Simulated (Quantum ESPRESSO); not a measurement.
# Sn (Im-3m) in Quantum ESPRESSO: a series of runs

Runs on Sn. Level: PBEsol. Tasks: single point, equation of state.

Program: Quantum ESPRESSO 7.5. These are calculated values, not measurements. Logs are shortened: lines on timing, memory, paths and dates and some standing lists are left out, and cuts for length are marked.

### 1 The structure

Symmetry: Im-3m, No. 229, cubic system. Conventional cell: a = 3.789 Å, b = 3.789 Å, c = 3.789 Å, α = 90.00°, β = 90.00°, γ = 90.00°. Around Sn (site symmetry m-3m) lie 8 Sn at 3.28 Å.

This isn't the form of Sn at room conditions, which is tetragonal (white tin).

### 2 Single point, PBEsol, 25.57 Å³/atom

The input, pw.in:

```
&CONTROL
  calculation = 'scf'
  prefix = 'pwscf'
  outdir = './tmp'
  pseudo_dir = './pseudo'
  tstress = .true.
  disk_io = 'nowf'
/
&SYSTEM
  ibrav = 0
  nat = 1
  ntyp = 1
  ecutwfc = 68
  ecutrho = 544
  nbnd = 13
  occupations = 'smearing'
  smearing = 'fd'
  degauss = 0.00367493
/
&ELECTRONS
  conv_thr = 2d-10
  electron_maxstep = 120
  mixing_beta = 0.5
/
ATOMIC_SPECIES
Sn   118.7100 sn_pbesol_v1.4.uspp.F.UPF
CELL_PARAMETERS angstrom
  -1.8559746029    1.8559746029    1.8559746029
   1.8559746029   -1.8559746029    1.8559746029
   1.8559746029    1.8559746029   -1.8559746029
ATOMIC_POSITIONS crystal
Sn     0.0000000000    0.0000000000    0.0000000000
K_POINTS automatic
10 10 10 0 0 0
```

Potentials or basis: GBRV 1.5 PBEsol.

Run with:

```bash
$ OMP_NUM_THREADS=1 mpirun -n 2 pw.x -nk 2 -in pw.in > pw.out
```

pw.out:

```text
This program is part of the open-source Quantum ESPRESSO suite
     for quantum simulation of materials; please cite
[... 13 lines left out ...]
     --------------------
     sticks:   dense  smooth     PW     G-vecs:    dense   smooth      PW
     Sum        1511     749    265                37071    13067    2731

     Using Slab Decomposition

     bravais-lattice index     =            0
     lattice parameter (alat)  =       6.0748  a.u.
     unit-cell volume          =     172.5729 (a.u.)^3
     number of atoms/cell      =            1
     number of atomic types    =            1
     number of electrons       =        14.00
     number of Kohn-Sham states=           13
     kinetic-energy cutoff     =      68.0000  Ry
     charge density cutoff     =     544.0000  Ry
     scf convergence threshold =      2.0E-10
     mixing beta               =       0.5000
     number of iterations used =            8  plain     mixing
     Exchange-correlation= SLA  PW   PSX  PSC
                           (   1   4  10   8   0   0   0)

     celldm(1)=   6.074794  celldm(2)=   0.000000  celldm(3)=   0.000000
     celldm(4)=   0.000000  celldm(5)=   0.000000  celldm(6)=   0.000000

     crystal axes: (cart. coord. in units of alat)
               a(1) = (  -0.577350   0.577350   0.577350 )
               a(2) = (   0.577350  -0.577350   0.577350 )
               a(3) = (   0.577350   0.577350  -0.577350 )

     reciprocal axes: (cart. coord. in units 2 pi/alat)
               b(1) = ( -0.000000  0.866025  0.866025 )
               b(2) = (  0.866025 -0.000000  0.866025 )
               b(3) = (  0.866025  0.866025  0.000000 )

     PseudoPot. # 1 for Sn read from file:
     sn_pbesol_v1.4.uspp.F.UPF
     Pseudo is Ultrasoft + core correction, Zval = 14.0
     Generated by new atomic code, or converted to UPF format
     Using radial grid of  891 points,  6 beta functions with:
                l(1) =   0
                l(2) =   0
                l(3) =   1
                l(4) =   1
                l(5) =   2
                l(6) =   2
     Q(r) pseudized with  8 coefficients,  rinner =    1.350   1.350   1.350
                                                       1.350   1.350

     atomic species   valence    mass     pseudopotential
     Sn               14.00   118.71000     Sn( 1.00)

     48 Sym. Ops., with inversion, found

   Cartesian axes

     site n.     atom                  positions (alat units)
         1        Sn     tau(   1) = (   0.0000000   0.0000000   0.0000000  )

     number of k points=    47  Fermi-Dirac smearing, width (Ry)=  0.0037
                       cart. coord. in units 2pi/alat
        k(    1) = (   0.0000000   0.0000000   0.0000000), wk =   0.0020000
        k(    2) = (   0.0866025   0.0866025   0.0000000), wk =   0.0240000
        k(    3) = (   0.1732051   0.1732051   0.0000000), wk =   0.0240000
        k(    4) = (   0.2598076   0.2598076   0.0000000), wk =   0.0240000
        k(    5) = (   0.3464102   0.3464102   0.0000000), wk =   0.0240000
        k(    6) = (  -0.4330127  -0.4330127   0.0000000), wk =   0.0120000
[... 39 lines left out ...]
        k(   46) = (  -0.8660254  -0.0866025  -0.0866025), wk =   0.0240000
        k(   47) = (  -0.8660254  -0.8660254  -0.8660254), wk =   0.0020000

     Dense  grid:    37071 G-vectors     FFT dimensions: (  45,  45,  45)

     Smooth grid:    13067 G-vectors     FFT dimensions: (  32,  32,  32)

     Initial potential from superposition of free atoms

     starting charge      13.0000, renormalised to      14.0000
     Starting wfcs are    9 randomized atomic wfcs +    4 random wfcs

     Self-consistent Calculation

     iteration #  1     ecut=    68.00 Ry     beta= 0.50
     Davidson diagonalization with overlap
     ethr =  1.00E-02,  avg # of iterations =  7.6

     total energy              =    -158.64869495 Ry
     estimated scf accuracy    <       1.14922628 Ry

     iteration #  2     ecut=    68.00 Ry     beta= 0.50
     Davidson diagonalization with overlap
     ethr =  8.21E-03,  avg # of iterations =  2.0

     total energy              =    -158.91573868 Ry
     estimated scf accuracy    <       0.01159792 Ry

     iteration #  3     ecut=    68.00 Ry     beta= 0.50
     Davidson diagonalization with overlap
     ethr =  8.28E-05,  avg # of iterations =  4.2

     total energy              =    -158.91699201 Ry
     estimated scf accuracy    <       0.00292931 Ry

     iteration #  4     ecut=    68.00 Ry     beta= 0.50
     Davidson diagonalization with overlap
     ethr =  2.09E-05,  avg # of iterations =  2.8

     total energy              =    -158.91734800 Ry
     estimated scf accuracy    <       0.00029785 Ry

     iteration #  5     ecut=    68.00 Ry     beta= 0.50
     Davidson diagonalization with overlap
     c_bands:  1 eigenvalues not converged
     ethr =  2.13E-06,  avg # of iterations =  4.4

     total energy              =    -158.91745508 Ry
     estimated scf accuracy    <       0.00001912 Ry

     iteration #  6     ecut=    68.00 Ry     beta= 0.50
     Davidson diagonalization with overlap
     ethr =  1.37E-07,  avg # of iterations =  1.6

     total energy              =    -158.91745160 Ry
     estimated scf accuracy    <       0.00000686 Ry

     iteration #  7     ecut=    68.00 Ry     beta= 0.50
     Davidson diagonalization with overlap
     ethr =  4.90E-08,  avg # of iterations =  2.0

     total energy              =    -158.91745353 Ry
     estimated scf accuracy    <          1.9E-09 Ry
[... 5 lines left out ...]
     total energy              =    -158.91745356 Ry
     estimated scf accuracy    <          2.4E-09 Ry

     iteration #  9     ecut=    68.00 Ry     beta= 0.50
     Davidson diagonalization with overlap
     ethr =  1.33E-11,  avg # of iterations =  2.1

     total energy              =    -158.91745356 Ry
     estimated scf accuracy    <          3.6E-09 Ry

     iteration # 10     ecut=    68.00 Ry     beta= 0.50
     Davidson diagonalization with overlap
     ethr =  1.33E-11,  avg # of iterations =  2.0

     End of self-consistent calculation

          k = 0.0000 0.0000 0.0000 (  1601 PWs)   bands (ev):

    -9.8914  -9.8914  -9.8914  -9.7245  -9.7245   0.0858  20.1703  20.1703
    20.1703  24.1151  24.1151  24.1152  24.8148

          k = 0.0866 0.0866 0.0000 (  1615 PWs)   bands (ev):

    -9.8969  -9.8840  -9.8665  -9.7305  -9.7253   0.3153  18.2994  19.2946
    19.8298  22.5026  22.8303  23.7674  25.5719

          k = 0.1732 0.1732 0.0000 (  1611 PWs)   bands (ev):

    -9.9111  -9.8689  -9.8004  -9.7428  -9.7268   1.0061  14.9516  17.8155
    18.9874  21.3374  21.6288  24.0121  26.1416

          k = 0.2598 0.2598 0.0000 (  1615 PWs)   bands (ev):

    -9.9286  -9.8633  -9.7468  -9.7287  -9.7174   2.1582  11.6626  16.5558
    18.1168  20.5523  20.7808  24.9909  26.8615

          k = 0.3464 0.3464 0.0000 (  1633 PWs)   bands (ev):

    -9.9428  -9.8712  -9.7389  -9.7302  -9.6491   3.7377   8.7530  15.7416
    17.5220  20.0974  20.2784  26.3855  27.7359

          k =-0.4330-0.4330 0.0000 (  1638 PWs)   bands (ev):

    -9.9482  -9.8766  -9.7339  -9.7308  -9.6228   5.1465   6.8949  15.4613
    17.3146  19.9490  20.1122  27.3576  28.2926

          k = 0.1732 0.0866 0.0866 (  1620 PWs)   bands (ev):

    -9.8986  -9.8815  -9.8199  -9.7402  -9.7264   0.7755  16.2737  17.5570
    18.8458  22.2719  22.3619  23.9941  25.9419

          k = 0.2598 0.1732 0.0866 (  1633 PWs)   bands (ev):

    -9.9115  -9.8667  -9.7533  -9.7482  -9.7280   1.6976  13.3090  15.8369
    17.8174  21.4714  22.6157  23.9556  27.6412

          k = 0.3464 0.2598 0.0866 (  1628 PWs)   bands (ev):

    -9.9265  -9.8615  -9.7471  -9.7324  -9.6817   3.0697  10.2798  14.7823
    17.0253  20.8375  22.4611  24.6572  28.4355
[... 58 lines left out ...]
    -9.9033  -9.8307  -9.7374  -9.7327  -9.7007   5.5193   8.5869  11.1374
    13.5811  25.0026  26.7167  27.4165  28.7352

          k = 0.0000-0.0866 0.2598 (  1625 PWs)   bands (ev):

    -9.8856  -9.8566  -9.8044  -9.7601  -9.7267   1.2355  15.0823  16.9197
    17.7900  20.7002  22.8424  23.3373  26.9158

          k = 0.5196 0.3464 0.3464 (  1649 PWs)   bands (ev):

    -9.8954  -9.7765  -9.7765  -9.7248  -9.7248   6.3117   9.1672   9.1672
    13.3070  26.3749  27.0580  27.0580  31.0325

          k =-0.0000-0.1732 0.3464 (  1641 PWs)   bands (ev):

    -9.9021  -9.8497  -9.7641  -9.7346  -9.7207   2.3859  11.8560  15.7062
    17.0691  20.9744  21.9766  23.0381  29.1943

          k = 0.0866-0.0866 0.3464 (  1630 PWs)   bands (ev):

    -9.8785  -9.8391  -9.7751  -9.7534  -9.7336   2.1555  13.2954  14.6003
    17.4628  20.0544  22.1569  25.1507  26.8776

          k = 0.0000-0.2598 0.4330 (  1647 PWs)   bands (ev):

    -9.9154  -9.8602  -9.7534  -9.7401  -9.6518   3.9595   8.9734  14.9257
    16.5380  21.1585  21.4411  23.6782  27.2828

          k = 0.0866-0.1732 0.4330 (  1641 PWs)   bands (ev):

    -9.8863  -9.8388  -9.7663  -9.7518  -9.6832   3.5198  10.6495  13.2748
    17.1335  20.4143  21.7414  25.1403  26.9889
[... 23 lines left out ...]
    -9.8611  -9.8611  -9.7313  -9.7313  -9.7224   5.3706   9.4929  11.5656
    11.5656  28.1413  28.1413  29.2590  29.2696

          k = 0.4330 0.4330 0.3464 (  1628 PWs)   bands (ev):

    -9.8601  -9.8191  -9.7606  -9.7299  -9.7296   6.3414   8.9344  10.4896
    11.3440  28.5566  28.7910  29.7288  29.9939

          k = 0.0000 0.0000 0.3464 (  1637 PWs)   bands (ev):

    -9.8262  -9.8262  -9.8068  -9.7907  -9.7395   1.9244  15.2310  15.4926
    15.4926  18.7741  24.9037  24.9037  25.9404

          k =-0.0000-0.0866 0.4330 (  1641 PWs)   bands (ev):

    -9.8318  -9.8277  -9.7864  -9.7593  -9.7291   3.0679  12.3997  14.3067
    15.3659  18.5160  24.4237  24.9058  26.6297

          k = 0.0000-0.1732 0.5196 (  1640 PWs)   bands (ev):

    -9.8498  -9.8426  -9.7905  -9.7477  -9.6587   4.6225   9.6172  13.5461
    15.1011  19.5196  23.6637  23.8659  24.8767

          k = 0.0866-0.0866 0.5196 (  1638 PWs)   bands (ev):

    -9.8462  -9.8201  -9.7925  -9.7461  -9.6832   4.4125  11.0789  12.2776
    15.5260  18.1570  23.4705  24.2165  27.5887

          k =-0.8660-0.2598-0.2598 (  1646 PWs)   bands (ev):

    -9.8581  -9.8469  -9.7985  -9.7373  -9.6314   5.9637   7.8520  13.2849
    14.9731  20.6924  22.1170  23.6758  24.6003

          k =-0.7794-0.1732-0.2598 (  1646 PWs)   bands (ev):

    -9.8568  -9.8253  -9.8138  -9.7148  -9.6485   6.0266   9.0347  11.4303
    15.6956  19.0389  21.2657  23.7033  27.6884

          k =-0.6928-0.1732-0.1732 (  1641 PWs)   bands (ev):

    -9.8476  -9.8476  -9.8125  -9.6699  -9.6699   6.9387   9.4704   9.4704
    16.3669  19.4892  19.4892  23.5164  31.1883

          k =-0.0000-0.0000 0.5196 (  1645 PWs)   bands (ev):

    -9.8516  -9.8017  -9.7513  -9.7513  -9.7315   4.1950  13.1151  13.1301
    13.1301  16.9192  23.4930  27.3472  27.3474

          k = 0.0000-0.0866 0.6062 (  1637 PWs)   bands (ev):

    -9.8744  -9.8396  -9.7510  -9.7161  -9.6672   5.7139  10.6109  12.3734
    13.6008  17.0001  20.8313  26.7729  27.6233

          k =-0.8660-0.1732-0.1732 (  1650 PWs)   bands (ev):

    -9.8802  -9.8574  -9.7541  -9.7024  -9.6392   6.9848   8.9668  12.1133
    13.6935  17.9703  19.1006  26.5724  27.4988

          k =-0.7794-0.0866-0.1732 (  1636 PWs)   bands (ev):

    -9.8872  -9.8730  -9.7353  -9.6761  -9.6513   7.2135  10.0028  10.8029
    14.0044  17.0178  18.5222  26.7379  30.6792

          k = 0.0000 0.0000 0.6928 (  1634 PWs)   bands (ev):

    -9.9020  -9.8833  -9.6786  -9.6786  -9.6709   7.1721  11.6163  11.6163
    11.8257  15.8267  18.2456  29.3772  30.5683

          k =-0.8660-0.0866-0.0866 (  1648 PWs)   bands (ev):

    -9.9093  -9.9040  -9.6774  -9.6635  -9.6454   8.3611  10.2961  11.3557
    12.2808  16.0757  16.6403  29.5222  30.9090

          k =-0.8660-0.8660-0.8660 (  1638 PWs)   bands (ev):

    -9.9214  -9.9214  -9.6478  -9.6478  -9.6478   9.5015  11.0949  11.0949
    11.0949  15.4668  15.4668  30.8566  31.9421

     the Fermi energy is    11.6236 ev

!    total energy              =    -158.91745356 Ry
     estimated scf accuracy    <          1.7E-11 Ry
     smearing contrib. (-TS)   =      -0.00045801 Ry
     internal energy E=F+TS    =    -158.91699556 Ry

     The total energy is F=E-TS. E is the sum of the following terms:
     one-electron contribution =     -50.55353763 Ry
     hartree contribution      =      35.89831383 Ry
     xc contribution           =     -42.57485128 Ry
     ewald contribution        =    -101.68692048 Ry

     convergence has been achieved in  10 iterations

     Computing stress (Cartesian axis) and pressure

          total   stress  (Ry/bohr**3)                   (kbar)     P=        6.24
   0.00004242   0.00000000   0.00000000            6.24        0.00        0.00
   0.00000000   0.00004242   0.00000000            0.00        6.24        0.00
   0.00000000   0.00000000   0.00004242            0.00        0.00        6.24

=------------------------------------------------------------------------------=
   JOB DONE.
=------------------------------------------------------------------------------=
```

It took 6.7 s on 2 MPI ranks of Intel Xeon 6975P-C (Granite Rapids), shared host; peak memory 0.24 GiB.

Results:

```yaml
Free_energy: -2162.1821 eV
Pressure: 0.6 GPa
Band_gap_on_the_k_mesh: none (metal or under the smearing width)
```

### 3 Single point, PBEsol, 26.12 Å³/atom

pw.in: that of step 2 with these lines changed.

```diff
@@ -27,5 +27,5 @@
 CELL_PARAMETERS angstrom
-  -1.8559746029    1.8559746029    1.8559746029
-   1.8559746029   -1.8559746029    1.8559746029
-   1.8559746029    1.8559746029   -1.8559746029
+  -1.8690452773    1.8690452773    1.8690452773
+   1.8690452773   -1.8690452773    1.8690452773
+   1.8690452773    1.8690452773   -1.8690452773
 ATOMIC_POSITIONS crystal
```

Potentials or basis: GBRV 1.5 PBEsol.

Run with:

```bash
$ OMP_NUM_THREADS=1 mpirun -n 2 pw.x -nk 2 -in pw.in > pw.out
```

Wall time 10 s (2 MPI ranks of Intel Xeon 6975P-C (Granite Rapids), shared host); peak memory 0.24 GiB.

It converged, with:

| Item | Value |
| --- | --- |
| Free energy | -2162.1830 eV |
| Pressure | -0.5 GPa |
| Band gap on the k mesh | none (metal or under the smearing width) |

### 4 Single point, PBEsol, 26.66 Å³/atom

pw.in: that of step 3 with these lines changed.

```diff
@@ -27,5 +27,5 @@
 CELL_PARAMETERS angstrom
-  -1.8690452773    1.8690452773    1.8690452773
-   1.8690452773   -1.8690452773    1.8690452773
-   1.8690452773    1.8690452773   -1.8690452773
+  -1.8819356520    1.8819356520    1.8819356520
+   1.8819356520   -1.8819356520    1.8819356520
+   1.8819356520    1.8819356520   -1.8819356520
 ATOMIC_POSITIONS crystal
```

Run with:

```bash
$ OMP_NUM_THREADS=1 mpirun -n 2 pw.x -nk 2 -in pw.in > pw.out
```

Run time: 8.7 s. Hardware: 2 MPI ranks of Intel Xeon 6975P-C (Granite Rapids), shared host; peak memory 0.26 GiB.

The run converged. Its results:

```yaml
Free_energy: -2162.1801 eV
Pressure: -1.5 GPa
Band_gap_on_the_k_mesh: none (metal or under the smearing width)
```

### 5 Single point, PBEsol, 27.20 Å³/atom

pw.in: that of step 4 with these lines changed.

```diff
@@ -27,5 +27,5 @@
 CELL_PARAMETERS angstrom
-  -1.8819356520    1.8819356520    1.8819356520
-   1.8819356520   -1.8819356520    1.8819356520
-   1.8819356520    1.8819356520   -1.8819356520
+  -1.8946518192    1.8946518192    1.8946518192
+   1.8946518192   -1.8946518192    1.8946518192
+   1.8946518192    1.8946518192   -1.8946518192
 ATOMIC_POSITIONS crystal
```

Run with:

```bash
$ OMP_NUM_THREADS=1 mpirun -n 2 pw.x -nk 2 -in pw.in > pw.out
```

Run time: 8 s. Hardware: 2 MPI ranks of Intel Xeon 6975P-C (Granite Rapids), shared host; peak memory 0.26 GiB.

The run converged. Its results:

| Item | Value |
| --- | --- |
| Free energy | -2162.1741 eV |
| Pressure | -2.4 GPa |
| Band gap on the k mesh | none (metal or under the smearing width) |

### 6 Single point, PBEsol, 27.75 Å³/atom

pw.in: that of step 5 with these lines changed.

```diff
@@ -27,5 +27,5 @@
 CELL_PARAMETERS angstrom
-  -1.8946518192    1.8946518192    1.8946518192
-   1.8946518192   -1.8946518192    1.8946518192
-   1.8946518192    1.8946518192   -1.8946518192
+  -1.9071995479    1.9071995479    1.9071995479
+   1.9071995479   -1.9071995479    1.9071995479
+   1.9071995479    1.9071995479   -1.9071995479
 ATOMIC_POSITIONS crystal
```

Potentials or basis: GBRV 1.5 PBEsol.

Run with:

```bash
$ OMP_NUM_THREADS=1 mpirun -n 2 pw.x -nk 2 -in pw.in > pw.out
```

It took 12 s on 2 MPI ranks of Intel Xeon 6975P-C (Granite Rapids), shared host; peak memory 0.26 GiB.

Results (log left out):

- Free energy: -2162.1653 eV
- Pressure: -3.2 GPa
- Band gap on the k mesh: none (metal or under the smearing width)

### 7 Single point, PBEsol, 28.29 Å³/atom

pw.in: that of step 6 with these lines changed.

```diff
@@ -27,5 +27,5 @@
 CELL_PARAMETERS angstrom
-  -1.9071995479    1.9071995479    1.9071995479
-   1.9071995479   -1.9071995479    1.9071995479
-   1.9071995479    1.9071995479   -1.9071995479
+  -1.9195843076    1.9195843076    1.9195843076
+   1.9195843076   -1.9195843076    1.9195843076
+   1.9195843076    1.9195843076   -1.9195843076
 ATOMIC_POSITIONS crystal
```

Run with:

```bash
$ OMP_NUM_THREADS=1 mpirun -n 2 pw.x -nk 2 -in pw.in > pw.out
```

It took 11 s on 2 MPI ranks of Intel Xeon 6975P-C (Granite Rapids), shared host; peak memory 0.26 GiB.

Results (log left out):

- Free energy: -2162.1540 eV
- Pressure: -3.9 GPa
- Band gap on the k mesh: none (metal or under the smearing width)

### 8 Single point, PBEsol, 28.84 Å³/atom

pw.in: that of step 7 with these lines changed.

```diff
@@ -27,5 +27,5 @@
 CELL_PARAMETERS angstrom
-  -1.9195843076    1.9195843076    1.9195843076
-   1.9195843076   -1.9195843076    1.9195843076
-   1.9195843076    1.9195843076   -1.9195843076
+  -1.9318112889    1.9318112889    1.9318112889
+   1.9318112889   -1.9318112889    1.9318112889
+   1.9318112889    1.9318112889   -1.9318112889
 ATOMIC_POSITIONS crystal
```

Run with:

```bash
$ OMP_NUM_THREADS=1 mpirun -n 2 pw.x -nk 2 -in pw.in > pw.out
```

It took 12 s on 2 MPI ranks of Intel Xeon 6975P-C (Granite Rapids), shared host; peak memory 0.26 GiB.

The run converged. Its results:

- Free energy: -2162.1404 eV
- Pressure: -4.5 GPa
- Band gap on the k mesh: none (metal or under the smearing width)

### 9 Equation of state, PBEsol

Potentials or basis: GBRV 1.5 PBEsol.

This step only gathers the single runs of the series.

What came out:

```
Equilibrium volume                      : 25.96 Å³/atom
Bulk modulus                            : 52 GPa
Pressure derivative of the bulk modulus : 4.7 (rough: it moves with the points fitted)
```

Energy against volume, from the lowest point:
```
volume (Å³/atom)  energy (meV/atom)
          25.573               0.86
          26.117               0.00
          26.661               2.82
          27.205               8.82
          27.749              17.64
          28.293              28.97
          28.837              42.61
```

### 10 The reference run

An earlier run on the cell as given: functional PBE; potentials or basis SSSP 1.3 efficiency PBE; cutoff 816 eV; density cutoff 6531 eV; k mesh 10 × 10 × 10; occupations fermi-dirac, width 0.05 eV; no spin polarisation.

- Pressure: 0.7 GPa
- Band gap on the k mesh: none (metal or under the smearing width)
